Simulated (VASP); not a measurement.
The system is TaN.

```xyz
4
Lattice="2.9218 0.0000 0.0000 -1.4609 2.5303 0.0000 0.0000 0.0000 5.9165" Properties=species:S:1:pos:R:3 pbc="T T T"
Ta    0.0000    0.0000    2.9583
Ta    0.0000    0.0000    0.0000
N     0.0000    1.6869    1.4791
N     1.4609    0.8434    4.4374
```

The cell comes from a database or a generator and needn't be the stable form of this composition.

Base run:

| Quantity | Value |
| --- | --- |
| Program | VASP 6.6.1 |
| Functional | MS2 |
| Potentials or basis | VASP PAW PBE potentials, release 64 (Ta_pv, N) |
| Cutoff | 520 eV |
| k mesh | 10 × 10 × 5 |
| Occupations | fermi-dirac, width 0.05 eV |
| Spin | no spin polarisation |

Its results: pressure -8.8 GPa.

Problem. The run is repeated on the same cell with these changes: functional from MS2 to TPSS. What comes out?

Solution. Pressure -2.0 GPa.

Caveats: the PAW data sets were made with another functional, which shifts forces and pressure a little.
